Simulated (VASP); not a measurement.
# C (P6_3/mmc) in VASP: vibrations by finite differences with PBE+D3(BJ)

Aim: the vibrations by finite differences of C with PBE+D3(BJ).

All numbers are computed with VASP 6.6.1; they aren't measurements. Logs are shortened: lines on timing, memory, paths and dates and some standing lists are left out, and cuts for length are marked.

## (1) The crystal as given

Symmetry: P6_3/mmc, No. 194, hexagonal system. Conventional cell: a = 2.467 Å, b = 2.467 Å, c = 7.803 Å, α = 90.00°, β = 90.00°, γ = 120.00°. Around C (site symmetry -6m2) lie 3 C at 1.42 Å. C (site symmetry -6m2) has 3 C at 1.42 Å as nearest neighbours.

## (2) Vibrations by finite differences, PBE+D3(BJ)

File INCAR:

```
SYSTEM = C
PREC = Accurate
ENCUT = 520
EDIFF = 1E-8
ISMEAR = 0
SIGMA = 0.02
LREAL = .False.
LASPH = .True.
NELM = 60
ALGO = Fast
ISIF = 2
LWAVE = .False.
LCHARG = .False.
GGA = PE
IVDW = 12
NBANDS = 16
IBRION = 6
NFREE = 2
POTIM = 0.015
NSW = 1
KPAR = 4
```

File KPOINTS:

```
regular mesh
0
Gamma
  15 15 4
  0 0 0
```

File POSCAR:

```
C
1.0
    2.4672912600      0.0000000000      0.0000000000
   -1.2336456300      2.1367369100      0.0000000000
    0.0000000000      0.0000000000      7.8030730000
C
4
Direct
    0.0000000000      0.0000000000      0.2500000000
    0.0000000000      0.0000000000      0.7500000000
    0.3333333300      0.6666666700      0.2500000000
    0.6666666700      0.3333333300      0.7500000000
```

Potentials or basis: VASP PAW PBE potentials, release 64 (C).

Run with:

```console
cat potpaw_PBE.64/C/POTCAR > POTCAR
mpirun -np 4 vasp_std > vasp.out
```

OUTCAR:

```text
SYSTEM = C
   PREC = Accurate
   ENCUT = 520
   EDIFF = 1E-8
   ISMEAR = 0
   LREAL = .False.
   LASPH = .True.
   NELM = 60
   ISIF = 2
   GGA = PE
   IVDW = 12
   IBRION = 6
   NFREE = 2
   POTIM = 0.015
   NSW = 1
 IVDW          = 12

 ion  position               nearest neighbor table
   1  0.000  0.000  0.250-   3 1.42   3 1.42   3 1.42
   2  0.000  0.000  0.750-   4 1.42   4 1.42   4 1.42
   3  0.333  0.667  0.250-   1 1.42   1 1.42   1 1.42
   4  0.667  0.333  0.750-   2 1.42   2 1.42   2 1.42

  LATTYP: Found a hexagonal cell.
 ALAT       =     2.4672912600
 C/A-ratio  =     3.1626071581

  Lattice vectors:

 A1 = (   2.4672912600,   0.0000000000,   0.0000000000)
 A2 = (  -1.2336456300,   2.1367369100,   0.0000000000)
 A3 = (   0.0000000000,   0.0000000000,   7.8030730000)

Analysis of symmetry for initial positions (statically):
=====================================================================
 Subroutine PRICEL returns:
 Original cell was already a primitive cell.

 Routine SETGRP: Setting up the symmetry group for a
 hexagonal supercell.

 Subroutine GETGRP returns: Found 24 space group operations
 (whereof 12 operations were pure point group operations)
 out of a pool of 24 trial point group operations.

The static configuration has the point symmetry D_3d.
 The point group associated with its full space group is D_6h.

Analysis of symmetry for dynamics (positions and initial velocities):
=====================================================================
 Subroutine PRICEL returns:
 Original cell was already a primitive cell.

 Routine SETGRP: Setting up the symmetry group for a
 hexagonal supercell.

 Subroutine GETGRP returns: Found 24 space group operations
 (whereof 12 operations were pure point group operations)
 out of a pool of 24 trial point group operations.

The dynamic configuration has the point symmetry D_3d.
 The point group associated with its full space group is D_6h.

 Subroutine INISYM returns: Found 24 space group operations
 (whereof 12 operations are pure point group operations),
 and found     1 'primitive' translations

----------------------------------------------------------------------------------------

                                     Primitive cell

  volume of cell :      41.1374

  direct lattice vectors                    reciprocal lattice vectors
     2.467291260  0.000000000  0.000000000     0.405302777  0.234001668  0.000000000
    -1.233645630  2.136736910  0.000000000     0.000000000  0.468003335  0.000000000
     0.000000000  0.000000000  7.803073000     0.000000000  0.000000000  0.128154639

  length of vectors
     2.467291260  2.467291260  7.803073000     0.468003335  0.468003335  0.128154639

  position of ions in fractional coordinates (direct lattice)
     0.000000000  0.000000000  0.250000000
     0.000000000  0.000000000  0.750000000
     0.333333330  0.666666670  0.250000000
     0.666666670  0.333333330  0.750000000

  ion indices of the primitive-cell ions
   primitive index   ion index
                 1           1
                 2           2
                 3           3
                 4           4

----------------------------------------------------------------------------------------

 KPOINTS: regular mesh

Automatic generation of k-mesh.
 Grid dimensions read from file:
 generate k-points for:   15   15    4

 Generating k-lattice:

  Cartesian coordinates                     Fractional coordinates (reciprocal lattice)
     0.027020185  0.015600111  0.000000000     0.066666667  0.000000000  0.000000000
     0.000000000  0.031200222  0.000000000     0.000000000  0.066666667  0.000000000
     0.000000000  0.000000000  0.032038660     0.000000000  0.000000000  0.250000000

  Length of vectors
     0.031200222  0.031200222  0.032038660

  Shift w.r.t. Gamma in fractional coordinates (k-lattice)
[... 38 lines left out ...]
   dimension x,y,z NGXF=    36 NGYF=   36 NGZF=  120
   ions per type =               4
   NGX,Y,Z   is equivalent  to a cutoff of  12.13, 12.13, 12.78 a.u.
   NGXF,Y,Z  is equivalent  to a cutoff of  24.26, 24.26, 25.57 a.u.
 SYSTEM =  C
   PREC   = accura    normal or accurate (medium, high low for compatibility)
   ISTART =      0    job   : 0-new  1-cont  2-samecut
   ICHARG =      2    charge: 1-file 2-atom 10-const
   ISPIN  =      1    spin polarized calculation?
   LNONCOLLINEAR =      F non collinear calculations
   LSORBIT =      F    spin-orbit coupling
   LASPH  =      T    aspherical Exc in radial PAW
   ENCUT  =  520.0 eV  38.22 Ry    6.18 a.u.   4.59  4.59 14.51*2*pi/ulx,y,z
   NELM   =     60;   NELMIN=  2; NELMDL= -5     # of ELM steps
   EDIFF  = 0.1E-07   stopping-criterion for ELM
   LREAL  =      F    real-space projection
   EDIFFG = 0.1E-06   stopping-criterion for IOM
   NSW    =     85    number of steps for IOM
   IBRION =      6    ionic relax: 0-MD 1-quasi-New 2-CG
   NFREE  =      2    steps in history (QN), initial steepest desc. (CG)
   ISIF   =      2    stress and relaxation
   ISYM   =      2    0-nonsym 1-usesym 2-fastsym
   POTIM  = 0.0150    time-step for ionic-motion
   TEBEG  =    0.0;   TEEND  =   0.0 temperature during run
   PSTRESS=    0.0 pullay stress
   NELECT =      16.0000    total number of electrons
   NUPDOWN=      -1.0000    fix difference up-down
   EMIN   =  10.00;   EMAX   =-10.00  energy-range for DOS
   EFERMI =   0.00;   METHOD = LEGACY
   ISMEAR =     0;   SIGMA  =   0.02  broadening in eV -4-tet -1-fermi 0-gaus
   EFERMI_NEDOS =   21; number of points for ismear=-14 and -15
   IALGO  =     68    algorithm
   IMIX   =      4    mixing-type and parameters
     AMIX     =   0.40;   BMIX     =  1.00
     AMIX_MAG =   1.60;   BMIX_MAG =  1.00
  volume/ion in A,a.u.               =      10.28        69.40
  Fermi-wavevector in a.u.,A,eV,Ry     =   1.195003  2.258229 19.429568  1.428033
  Thomas-Fermi vector in A             =   2.330979
   LORBIT       =      0    0 simple, 1 ext, 2 COOP (PROOUT), +10 PAW based schemes
   GGA     = PE    functional components
   LHFCALC =     F    Hartree Fock is set to
   AEXX    =    0.0000 exact exchange contribution
   IVDW    =    12    specifies the selected vdW correction
   LEPSILON=     F    determine dielectric tensor
   LRPA    =     F    only Hartree local field effects (RPA)
 finite differences with symmetry
 non-spin polarized calculation
 RMM-DIIS sequential band-by-band and
 Gauss-broadening in eV      SIGMA  =   0.02
  energy-cutoff  :      520.00
  volume of cell :       41.14
 maximum number of plane-waves:      1128
   NGX =  9   NGY =  9   NGZ = 29

--------------------------------------- Ionic step        1  -------------------------------------------

 number of electron      15.9999993 magnetization

 Free energy of the ion-electron system (eV)
  ---------------------------------------------------
  ext. energy  EPLUGINS =         0.00000000
  ---------------------------------------------------
  free energy    TOTEN  =       -36.89665034 eV

  energy without entropy =      -36.89640118  energy(sigma->0) =      -36.89652576

------------------------ aborting loop because EDIFF is reached ----------------------------------------

 Edisp (eV)   -0.52304

 E8    (eV) :    -0.1459
[... 327 lines left out ...]
--------------------------------------- Ionic step        9  -------------------------------------------

 number of electron      15.9999994 magnetization

 Free energy of the ion-electron system (eV)
  ---------------------------------------------------
  ext. energy  EPLUGINS =         0.00000000
  ---------------------------------------------------
  free energy    TOTEN  =       -36.89476659 eV

  energy without entropy =      -36.89451756  energy(sigma->0) =      -36.89464207

 E-fermi :   3.4333     XC(G=0):  -9.2919

 val. band max:        3.4333405193   @ k =   0.3333   0.3333   0.5000
 cond. band min:       3.4335585141   @ k =   0.3333   0.3333   0.2500
 fundamental gap:      0.0002179948
 Fermi energy:         3.4333407049

 k-point     1 :       0.0000    0.0000    0.0000
  band No.  band energies     occupation
      1     -16.1095      2.00000
      2     -16.0257      2.00000
      3      -4.5758      2.00000
      4      -3.7251      2.00000
      5       0.3951      2.00000
      6       0.3951      2.00000
[... 433 lines left out ...]
      3      -9.2416      2.00000
      4      -9.2235      2.00000
      5      -5.4080      2.00000
      6      -5.3833      2.00000
[... 8 lines left out ...]
     15      15.0449      0.00000
     16      15.3148      0.00000

 [... further k-points ...]

------------------------ aborting loop because EDIFF is reached ----------------------------------------

 Edisp (eV)   -0.52305

 E8    (eV) :    -0.1459
[... 27 lines left out ...]
  FREE ENERGIE OF THE ION-ELECTRON SYSTEM (eV)
  ---------------------------------------------------
  free  energy   TOTEN  =       -37.4178152746 eV

  energy  without entropy=      -37.4175662426  energy(sigma->0) =      -37.41769076

 INTERNAL STRAIN TENSORS FROM DISPLACED ATOMS
 ============================================

 INTERNAL STRAIN TENSOR FOR ION    1 for displacements in x,y,z  (eV/Angst):
          X           Y           Z          XY          YZ          ZX
  --------------------------------------------------------------------------------
  x     0.00000     0.00000     0.00000    -8.25375     0.00000     0.00000
  y    -8.25375     8.25375     0.00000     0.00000     0.00000     0.00000
  z     0.00000     0.00000     0.00000     0.00000    -0.00000    -0.00000

 INTERNAL STRAIN TENSOR FOR ION    4 for displacements in x,y,z  (eV/Angst):
          X           Y           Z          XY          YZ          ZX
  --------------------------------------------------------------------------------
  x     0.00000    -0.00000     0.00000    -8.30541     0.00000     0.00000
  y    -8.30541     8.30541    -0.00000     0.00000     0.00000     0.00000
  z    -0.00000     0.00000    -0.00000     0.00000    -0.00000     0.00000

 Eigenvectors and eigenvalues of the dynamical matrix
 ----------------------------------------------------

   1 f  =   45.260161 THz   284.377979 2PiTHz 1509.716467 cm-1   187.180902 meV
             X         Y         Z           dx          dy          dz
      0.000000  0.000000  1.950768    -0.000000   -0.499997    0.000000
      0.000000  0.000000  5.852305    -0.000000   -0.499997   -0.000000
     -0.000000  1.424491  1.950768     0.000000    0.500003    0.000000
      1.233646  0.712246  5.852305     0.000000    0.500003   -0.000000
[... 71 lines left out ...]
  12 f/i=    0.980857 THz     6.162908 2PiTHz   32.717874 cm-1     4.056498 meV
             X         Y         Z           dx          dy          dz
      0.000000  0.000000  1.950768     0.000000    0.000000    0.501328
      0.000000  0.000000  5.852305    -0.000000   -0.000000   -0.501328
     -0.000000  1.424491  1.950768     0.000000    0.000000    0.498668
      1.233646  0.712246  5.852305    -0.000000   -0.000000   -0.498668

 ELASTIC MODULI CONTR FROM IONIC RELAXATION (kBar)
 Direction    XX          YY          ZZ          XY          YZ          ZX
 --------------------------------------------------------------------------------
 XX        -106.1394    106.1394      0.0000     -0.0000      0.0000     -0.0000
 YY         106.1394   -106.1394     -0.0000      0.0000     -0.0000      0.0000
 ZZ           0.0000     -0.0000     -0.0000     -0.0000     -0.0000     -0.0000
 XY          -0.0000      0.0000     -0.0000   -106.1394     -0.0000      0.0000
 YZ           0.0000     -0.0000     -0.0000     -0.0000     -0.0000     -0.0000
 ZX          -0.0000      0.0000     -0.0000      0.0000     -0.0000     -0.0000
 --------------------------------------------------------------------------------
```

Wall time 1.9 min (4 MPI ranks of Intel Xeon Platinum 8488C (Sapphire Rapids), shared host); peak memory 0.39 GiB.

Results:

* Highest phonon frequency at Γ: 1510 cm⁻¹
* Most unstable mode: 33i cm⁻¹
* Dispersion energy per atom: -0.131 eV

Phonon frequencies in cm⁻¹ (negative: imaginary):
| q point | frequencies |
| --- | --- |
| (0.000, 0.000, 0.000) | -33 -18 -18 0 0 0 868 870 1509 1509 1510 1510 |

Caveat: some modes are imaginary.
